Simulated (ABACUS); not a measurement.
# BN (F-43m) in ABACUS: a series of runs

One crystal, BN, is run at these levels: SCAN; tasks: single point, relaxation of cell and atoms.

Everything below comes from runs of ABACUS 3.10.1. Logs are shortened: lines on timing, memory, paths and dates and some standing lists are left out, and cuts for length are marked.

**The experiment to reproduce.**

A printed reference work, monograph reports, for a bulk crystal of BN at 300 K: band gap 6.4 eV (indirect).

The results are compared with them further down.

**1. The structure**

It takes space group F-43m (No. 216, cubic). The conventional cell has a = 3.626 Å, b = 3.626 Å, c = 3.626 Å, α = 90.00°, β = 90.00°, γ = 90.00°. Around N (site symmetry -43m) lie 4 B at 1.57 Å. B (site symmetry -43m) is surrounded by 4 N at 1.57 Å.

The cell is a database's computed one.

**2. Single point, SCAN**

Contents of run_abacus.py:

```python
"""ABACUS run from a structure file: ASE reads it, the script writes STRU, KPT and INPUT."""
import re
import subprocess
from ase.io import read
from ase.units import Bohr

atoms = read("BN.xyz")
atoms = atoms[(-atoms.numbers).argsort(kind="stable")]  # ABACUS lists atoms element by element
pseudo = {'N': 'N_ONCV_PBE-1.2.upf', 'B': 'B_ONCV_PBE-1.2.upf'}
orbital = {}
magmoms = None
kmesh = [8, 8, 8]
params = {
    'suffix': 'BN',
    'calculation': 'scf',
    'basis_type': 'pw',
    'pseudo_dir': './',
    'symmetry': 1,
    'dft_functional': 'scan',
    'ecutwfc': 97,
    'pseudo_rcut': 10,
    'nspin': 1,
    'nbands': 14,
    'ks_solver': 'dav',
    'smearing_method': 'fd',
    'smearing_sigma': 0.00367493,
    'scf_thr': 1e-08,
    'scf_nmax': 100,
    'mixing_type': 'broyden',
    'mixing_beta': 0.7,
    'cal_force': 1,
    'cal_stress': 1,
    'mixing_tau': 1,
    'out_chg': 1,
    'out_pot': 2,
    'out_elf': 1,
}

symbols = atoms.get_chemical_symbols()
elements = list(dict.fromkeys(symbols))
lines = ["ATOMIC_SPECIES"] + [f"{e} {atoms.get_masses()[symbols.index(e)]:.4f} {pseudo[e]}" for e in elements]
if orbital:
    lines += ["", "NUMERICAL_ORBITAL"] + [orbital[e] for e in elements]
lines += ["", "LATTICE_CONSTANT", f"{1 / Bohr:.10f}", "", "LATTICE_VECTORS"]
lines += [" ".join(f"{x:.10f}" for x in v) for v in atoms.cell]
lines += ["", "ATOMIC_POSITIONS", "Direct"]
for e in elements:
    lines += ["", e, "0.0", str(symbols.count(e))]
    for i, p in enumerate(atoms.get_scaled_positions(wrap=False)):
        if symbols[i] == e:
            mag = "" if magmoms is None else " mag " + " ".join(str(x) for x in (magmoms[i] if isinstance(magmoms[i], list) else [magmoms[i]]))
            lines.append(" ".join(f"{x:.10f}" for x in p) + " 1 1 1" + mag)
open("STRU", "w").write("\n".join(lines) + "\n")
open("KPT", "w").write("K_POINTS\n0\nGamma\n%d %d %d 0 0 0\n" % tuple(kmesh))
open("INPUT", "w").write("INPUT_PARAMETERS\n" + "".join(f"{k:<20s}{v}\n" for k, v in params.items()))

done = subprocess.run(['mpirun', '-np', '4', 'abacus'])
if done.returncode:
    raise SystemExit(done.returncode)
log = open("OUT.BN/running_scf.log").read()
print("final energy (eV):", re.findall(r"FINAL_ETOT_IS (\S+)", log))
```

Contents of BN.xyz:

```xyz
2
Lattice="0.0000000000 1.8130010000 1.8130010000 1.8130010000 0.0000000000 1.8130010000 1.8130010000 1.8130010000 0.0000000000" Properties=species:S:1:pos:R:3 pbc="T T T"
N      0.9065005000      0.9065005000      0.9065005000
B      0.0000000000      0.0000000000      0.0000000000
```

Potentials or basis: SG15 ONCV 1.2 PBE, plane waves.

Launch:

```sh
$ OMP_NUM_THREADS=1 python run_abacus.py > log
```

running log:

```text
ABACUS v3.10.1

               Atomic-orbital Based Ab-initio Computation at UStc

 ------------------------------------------------------------------------------------

 READING GENERAL INFORMATION
                           global_out_dir = OUT.BN/
                           global_in_card = INPUT
                               pseudo_dir = ./
[... 8 lines left out ...]

 READING ATOM TYPE 1
                               atom label = N
                      L=0, number of zeta = 1
                      L=1, number of zeta = 1
                      L=2, number of zeta = 1
             number of atom for this type = 1

 READING ATOM TYPE 2
                               atom label = B
                      L=0, number of zeta = 1
                      L=1, number of zeta = 1
                      L=2, number of zeta = 1
             number of atom for this type = 1

                        TOTAL ATOM NUMBER = 2
DIRECT COORDINATES
    atom                   x                   y                   z     mag                  vx                  vy                  vz
taud_N1            0.2500000000        0.2500000000        0.2500000000  0.0000        0.0000000000        0.0000000000        0.0000000000
taud_B1            0.0000000000        0.0000000000        0.0000000000  0.0000        0.0000000000        0.0000000000        0.0000000000

                          Volume (Bohr^3) = 80.4305
                             Volume (A^3) = 11.9186

 Lattice vectors: (Cartesian coordinate: in unit of a_0)
                   +0              +1.813              +1.813
               +1.813                  +0              +1.813
               +1.813              +1.813                  +0
 Reciprocal vectors: (Cartesian coordinate: in unit of 2 pi/a_0)
            -0.275786           +0.275786           +0.275786
            +0.275786           -0.275786           +0.275786
            +0.275786           +0.275786           -0.275786
 The esolver type has been set to : ksdft_pw

                PAO radial cut off (Bohr) = 10

 Read in pseudopotential file is N_ONCV_PBE-1.2.upf
                     pseudopotential type = NC
          exchange-correlation functional = PBE
                 nonlocal core correction = 0
                        valence electrons = 5
                                     lmax = 1
                           number of zeta = 0
                     number of projectors = 4
                           L of projector = 0
                           L of projector = 0
                           L of projector = 1
                           L of projector = 1
 XC functional updated to : scan
          exchange-correlation functional = SCAN
                PAO radial cut off (Bohr) = 10

 Read in pseudopotential file is B_ONCV_PBE-1.2.upf
                     pseudopotential type = NC
[... 177 lines left out ...]
 projector 1 L=0
 projector 2 L=0
 projector 3 L=1
 projector 4 L=1
 B non-local projectors:
 projector 1 L=0
 projector 2 L=0
 projector 3 L=1
 projector 4 L=1
      TOTAL NUMBER OF NONLOCAL PROJECTORS = 16

 Init Non-Local PseudoPotential table :
 Init Non-Local-Pseudopotential done.

                                     npwx = 330

 -------------------------------------------
 SELF-CONSISTENT
 -------------------------------------------
                                 init_chg = atomic

 PW ALGORITHM --------------- ION=   1  ELEC=   1--------------------------------

 Density error is 0.200508578197
                          Error Threshold = 0.01
----------------------------------------------------------
     Energy           Rydberg                 eV
----------------------------------------------------------
 E_KohnSham     -25.6780861732       -349.3682856911
 E_Harris       -24.5214445216       -333.6313686844
 E_Fermi        1.0159402495         13.8225762204
----------------------------------------------------------
[... 63 lines left out ...]
 Density error is 1.50236928331e-09
                          Error Threshold = 1.65481240009e-10
----------------------------------------------------------
     Energy           Rydberg                 eV
----------------------------------------------------------
 E_KohnSham     -25.7395315757       -350.2042932798
 E_KS(sigma->0) -25.7395315757       -350.2042932798
 E_Harris       -25.7394506336       -350.2031920061
 E_band         1.4939265063         20.3259128788
 E_one_elec     4.3248292886         58.8423212023
 E_Hartree      3.6449704035         49.5923665296
 E_xc           -7.4484684825        -101.3416127361
 E_Ewald        -26.2608627853       -357.2973682757
 E_entropy(-TS) -0.0000000000        -0.0000000000
 E_descf        0.0000000000         0.0000000000
 E_exx          0.0000000000         0.0000000000
 E_Fermi        1.0699853867         14.5578980355
----------------------------------------------------------

 charge density convergence is achieved
 final etot is -350.20429328 eV
 EFERMI = 14.557898035 eV
The vacuum level is 9.3088248962 eV

 STATE ENERGY(eV) AND OCCUPATIONS    NSPIN == 1
 1/29 kpoint (Cartesian) = 0.0000 0.0000 0.0000 (325 pws)
       1       -10.5040     0.00390625
       2        10.8482     0.00390625
       3        10.8482     0.00390625
       4        10.8482     0.00390625
       5        20.2958    5.66151e-53
       6        20.2958    5.66151e-53
       7        20.2958    5.66151e-53
       8        21.4264    8.56865e-63
       9        36.5462        0.00000
      10        39.9827        0.00000
      11        39.9827        0.00000
      12        40.6452        0.00000
      13        40.6452        0.00000
      14        40.6452        0.00000
[... 66 lines left out ...]
       1       -9.98728      0.0234375
       2        9.48347      0.0234375
       3        9.70068      0.0234375
       4        9.70068      0.0234375
       5        19.5699    6.85275e-46
       6        21.8993    4.01425e-66
       7        21.8993    4.01425e-66
       8        22.7094    3.69073e-73
       9        32.8256        0.00000
      10        37.8279        0.00000
      11        40.7241        0.00000
      12        42.0226        0.00000
      13        42.0226        0.00000
      14        45.2043        0.00000

[... levels at 23 further k points ...]

------------------------------------------------------------------------------------------
 TOTAL-FORCE (eV/Angstrom)
------------------------------------------------------------------------------------------
                        N1         0.0000000000         0.0000000000         0.0000000000
                        B1         0.0000000000         0.0000000000         0.0000000000
------------------------------------------------------------------------------------------

----------------------------------------------------------------
 TOTAL-STRESS (KBAR)
----------------------------------------------------------------
       -54.7655657821        -0.0000000000         0.0000000000
         0.0000000000       -54.7655657821         0.0000000000
         0.0000000000         0.0000000000       -54.7655657821
----------------------------------------------------------------
 TOTAL-PRESSURE: -54.765566 KBAR

 --------------------------------------------
 !FINAL_ETOT_IS -350.2042932798391348 eV
 --------------------------------------------
```

STRU:

```text
ATOMIC_SPECIES
N 14.0070 N_ONCV_PBE-1.2.upf
B 10.8100 B_ONCV_PBE-1.2.upf

LATTICE_CONSTANT
1.8897261258

LATTICE_VECTORS
0.0000000000 1.8130010000 1.8130010000
1.8130010000 0.0000000000 1.8130010000
1.8130010000 1.8130010000 0.0000000000

ATOMIC_POSITIONS
Direct

N
0.0
1
0.2500000000 0.2500000000 0.2500000000 1 1 1

B
0.0
1
0.0000000000 0.0000000000 -0.0000000000 1 1 1
```

Run time: 7 s. Hardware: 4 MPI ranks of Intel Xeon Platinum 8488C (Sapphire Rapids), shared host; peak memory 0.36 GiB.

Results:

- Free energy: -350.2043 eV
- Pressure: -5.5 GPa
- Band gap on the k mesh: 4.94 eV, indirect (least direct gap 9.45 eV)

Levels at points of the mesh, in eV from the valence-band top:
```csv
k point,band 1,band 2,band 3,band 4,band 5,band 6,band 7,band 8
"(0.00, 0.00, 0.00)",-21.35,0.00,0.00,0.00,9.45,9.45,9.45,10.58
"(0.50, 0.50, 0.50)",-17.13,-11.06,-2.02,-2.02,10.44,11.43,11.43,16.28
"(0.50, 0.50, 0.00)",-15.74,-9.34,-5.09,-5.09,4.94,9.73,19.06,19.06
```

Caveat: the potentials were made for another functional, which shifts forces and pressure.

**3. Relaxation of cell and atoms, SCAN**

Contents of run_abacus.py:

```python
"""Relaxation by an ASE optimiser with ABACUS as a small file-based calculator."""
import re
import subprocess
import spglib
from ase import Atoms
import numpy as np
from ase.calculators.calculator import Calculator, all_changes
from ase.filters import FrechetCellFilter
from ase.io import read
from ase.optimize import FIRE
from ase.stress import full_3x3_to_voigt_6_stress
from ase.units import Bohr, GPa

atoms = read("BN.cif")
cell, frac, numbers = spglib.standardize_cell((atoms.cell[:], atoms.get_scaled_positions(), atoms.numbers), to_primitive=True, symprec=1e-4)
atoms = Atoms(numbers=numbers, cell=cell, scaled_positions=frac, pbc=True)  # the primitive cell
atoms = atoms[(-atoms.numbers).argsort(kind="stable")]  # ABACUS lists atoms element by element
pseudo = {'N': 'N_ONCV_PBE-1.2.upf', 'B': 'B_ONCV_PBE-1.2.upf'}
orbital = {}
magmoms = None
kmesh = [8, 8, 8]
params = {
    'suffix': 'BN',
    'calculation': 'scf',
    'basis_type': 'pw',
    'pseudo_dir': './',
    'symmetry': 1,
    'dft_functional': 'scan',
    'ecutwfc': 97,
    'pseudo_rcut': 10,
    'nspin': 1,
    'nbands': 8,
    'ks_solver': 'dav',
    'smearing_method': 'fd',
    'smearing_sigma': 0.00367493,
    'scf_thr': 1e-08,
    'scf_nmax': 100,
    'mixing_type': 'broyden',
    'mixing_beta': 0.7,
    'cal_force': 1,
    'cal_stress': 1,
    'mixing_tau': 1,
    'kpar': 4,
}

def write_input(atoms):
    symbols = atoms.get_chemical_symbols()
    elements = list(dict.fromkeys(symbols))
    lines = ["ATOMIC_SPECIES"] + [f"{e} {atoms.get_masses()[symbols.index(e)]:.4f} {pseudo[e]}" for e in elements]
    if orbital:
        lines += ["", "NUMERICAL_ORBITAL"] + [orbital[e] for e in elements]
    lines += ["", "LATTICE_CONSTANT", f"{1 / Bohr:.10f}", "", "LATTICE_VECTORS"]
    lines += [" ".join(f"{x:.10f}" for x in v) for v in atoms.cell]
    lines += ["", "ATOMIC_POSITIONS", "Direct"]
    for e in elements:
        lines += ["", e, "0.0", str(symbols.count(e))]
        for i, p in enumerate(atoms.get_scaled_positions(wrap=False)):
            if symbols[i] == e:
                mag = "" if magmoms is None else " mag " + " ".join(str(x) for x in (magmoms[i] if isinstance(magmoms[i], list) else [magmoms[i]]))
                lines.append(" ".join(f"{x:.10f}" for x in p) + " 1 1 1" + mag)
    open("STRU", "w").write("\n".join(lines) + "\n")
    open("KPT", "w").write("K_POINTS\n0\nGamma\n%d %d %d 0 0 0\n" % tuple(kmesh))
    open("INPUT", "w").write("INPUT_PARAMETERS\n" + "".join(f"{k:<20s}{v}\n" for k, v in params.items()))

class Abacus(Calculator):
    implemented_properties = ["energy", "free_energy", "forces", "stress"]

    def calculate(self, atoms=None, properties=("energy",), system_changes=all_changes):
        super().calculate(atoms, properties, system_changes)
        write_input(self.atoms)
        subprocess.run(['mpirun', '-np', '4', 'abacus'], check=True)
        log = open("OUT.BN/running_scf.log").read()
        if "charge density convergence is achieved" not in log:
            raise RuntimeError("SCF not converged")
        rows = lambda title, n: np.array([l.split()[-3:] for l in log.split(title)[-1].split("\n")[2:2 + n]], float)
        energy = float(re.findall(r"FINAL_ETOT_IS (\S+)", log)[-1])
        stress = -rows("TOTAL-STRESS", 3) / 10 * GPa  # ABACUS prints kbar, compression positive
        self.results = dict(energy=energy, free_energy=energy, forces=rows("TOTAL-FORCE", len(self.atoms)), stress=full_3x3_to_voigt_6_stress(stress))

atoms.calc = Abacus()
opt = FIRE(FrechetCellFilter(atoms), logfile="opt.log", trajectory="relax.traj")
print("optimiser converged:", opt.run(fmax=0.02, steps=60))
```

Contents of BN.cif:

```cif
data_BN
_cell_length_a 3.62600200
_cell_length_b 3.62600200
_cell_length_c 3.62600200
_cell_angle_alpha 90.00000000
_cell_angle_beta 90.00000000
_cell_angle_gamma 90.00000000
_space_group_name_H-M_alt 'F-43m'
_space_group_name_Hall 'F -4 2 3'
_space_group_IT_number 216
loop_
_space_group_symop_operation_xyz
'x,y,z'
'y,-x,-z'
'-x,-y,z'
'-y,x,-z'
'x,-y,-z'
'y,x,z'
'-x,y,-z'
'-y,-x,z'
'z,x,y'
'-z,y,-x'
'z,-x,-y'
'-z,-y,x'
'-z,x,-y'
'z,y,x'
'-z,-x,y'
'z,-y,-x'
'y,z,x'
'-x,-z,y'
'-y,z,-x'
'x,-z,-y'
'-y,-z,x'
'x,z,y'
'y,-z,-x'
'-x,z,-y'
'x,y+1/2,z+1/2'
'y,-x+1/2,-z+1/2'
'-x,-y+1/2,z+1/2'
'-y,x+1/2,-z+1/2'
'x,-y+1/2,-z+1/2'
'y,x+1/2,z+1/2'
'-x,y+1/2,-z+1/2'
'-y,-x+1/2,z+1/2'
'z,x+1/2,y+1/2'
'-z,y+1/2,-x+1/2'
'z,-x+1/2,-y+1/2'
'-z,-y+1/2,x+1/2'
'-z,x+1/2,-y+1/2'
'z,y+1/2,x+1/2'
'-z,-x+1/2,y+1/2'
'z,-y+1/2,-x+1/2'
'y,z+1/2,x+1/2'
'-x,-z+1/2,y+1/2'
'-y,z+1/2,-x+1/2'
'x,-z+1/2,-y+1/2'
'-y,-z+1/2,x+1/2'
'x,z+1/2,y+1/2'
'y,-z+1/2,-x+1/2'
'-x,z+1/2,-y+1/2'
'x+1/2,y,z+1/2'
'y+1/2,-x,-z+1/2'
'-x+1/2,-y,z+1/2'
'-y+1/2,x,-z+1/2'
'x+1/2,-y,-z+1/2'
'y+1/2,x,z+1/2'
'-x+1/2,y,-z+1/2'
'-y+1/2,-x,z+1/2'
'z+1/2,x,y+1/2'
'-z+1/2,y,-x+1/2'
'z+1/2,-x,-y+1/2'
'-z+1/2,-y,x+1/2'
'-z+1/2,x,-y+1/2'
'z+1/2,y,x+1/2'
'-z+1/2,-x,y+1/2'
'z+1/2,-y,-x+1/2'
'y+1/2,z,x+1/2'
'-x+1/2,-z,y+1/2'
'-y+1/2,z,-x+1/2'
'x+1/2,-z,-y+1/2'
'-y+1/2,-z,x+1/2'
'x+1/2,z,y+1/2'
'y+1/2,-z,-x+1/2'
'-x+1/2,z,-y+1/2'
'x+1/2,y+1/2,z'
'y+1/2,-x+1/2,-z'
'-x+1/2,-y+1/2,z'
'-y+1/2,x+1/2,-z'
'x+1/2,-y+1/2,-z'
'y+1/2,x+1/2,z'
'-x+1/2,y+1/2,-z'
'-y+1/2,-x+1/2,z'
'z+1/2,x+1/2,y'
'-z+1/2,y+1/2,-x'
'z+1/2,-x+1/2,-y'
'-z+1/2,-y+1/2,x'
'-z+1/2,x+1/2,-y'
'z+1/2,y+1/2,x'
'-z+1/2,-x+1/2,y'
'z+1/2,-y+1/2,-x'
'y+1/2,z+1/2,x'
'-x+1/2,-z+1/2,y'
'-y+1/2,z+1/2,-x'
'x+1/2,-z+1/2,-y'
'-y+1/2,-z+1/2,x'
'x+1/2,z+1/2,y'
'y+1/2,-z+1/2,-x'
'-x+1/2,z+1/2,-y'
loop_
_atom_site_label
_atom_site_type_symbol
_atom_site_symmetry_multiplicity
_atom_site_Wyckoff_symbol
_atom_site_fract_x
_atom_site_fract_y
_atom_site_fract_z
_atom_site_occupancy
N1 N 4 d 0.2500000000 0.2500000000 0.7500000000 1
B1 B 4 a 0.0000000000 0.0000000000 0.0000000000 1
```

Potentials or basis: SG15 ONCV 1.2 PBE, plane waves.

Launch:

```sh
$ OMP_NUM_THREADS=1 python run_abacus.py > log
```

Wall time 15 s (4 MPI ranks of Intel Xeon Platinum 8488C (Sapphire Rapids), shared host); peak memory 0.36 GiB.

Results (log left out):

| Quantity | Value |
| --- | --- |
| Free energy | -350.2072 eV |
| Relaxed volume | 5.87 Å³/atom |
| Relaxed cell | a = 2.551 Å, b = 2.551 Å, c = 2.551 Å, α = 60.00°, β = 60.00°, γ = 60.00° |
| Space group after relaxing (to 0.05 Å) | F-43m (No. 216) |
| Energy gained by relaxing | 1.5 meV/atom |
| Ionic steps | 4 |
| Pressure after relaxing | 0.2 GPa |
| Band gap on the k mesh | 4.97 eV, indirect (least direct gap 9.52 eV) |

The path:
| step | energy change (eV) | largest force (eV/Å) | pressure (GPa) | volume (Å³) |
| --- | --- | --- | --- | --- |
| 1 | 0.0000 | 0.0000 | -5.48 | 11.92 |
| 2 | -0.0011 | 0.0000 | -4.36 | 11.88 |
| 3 | -0.0024 | 0.0000 | -2.33 | 11.82 |
| 4 | -0.0029 | 0.0000 | 0.23 | 11.74 |

Final structure:
```xyz
2
Lattice="0.0000 1.8038 1.8038 1.8038 0.0000 1.8038 1.8038 1.8038 0.0000" Properties=species:S:1:pos:R:3 pbc="T T T"
N     2.7057    2.7057    2.7057
B     0.0000    0.0000    0.0000
```

Levels at points of the mesh, in eV from the valence-band top:
| k point | band 1 | band 2 | band 3 | band 4 | band 5 | band 6 | band 7 | band 8 |
| --- | --- | --- | --- | --- | --- | --- | --- | --- |
| (0.00, 0.00, 0.00) | -21.53 | 0.00 | 0.00 | 0.00 | 9.52 | 9.52 | 9.52 | 10.84 |
| (0.50, 0.50, 0.50) | -17.23 | -11.21 | -2.05 | -2.05 | 10.65 | 11.52 | 11.52 | 16.45 |
| (0.50, 0.50, 0.00) | -15.81 | -9.44 | -5.17 | -5.17 | 4.97 | 9.82 | 19.30 | 19.30 |

Caveat: the potentials were made for another functional, which shifts forces and pressure. SCAN opens gaps a little over a GGA but as a rule still falls short of measured ones.

**4. Against experiment**

Step 2. A measured gap of BN is 6.4 eV (indirect; 300 K; a printed reference work, monograph); the calculated 4.94 eV misses it by -1.46 eV. The value is that of SCAN on a finite k mesh, which can miss the band edges, without temperature or zero-point motion. The cell is a database's relaxed one, not the measured one, which moves gaps too.
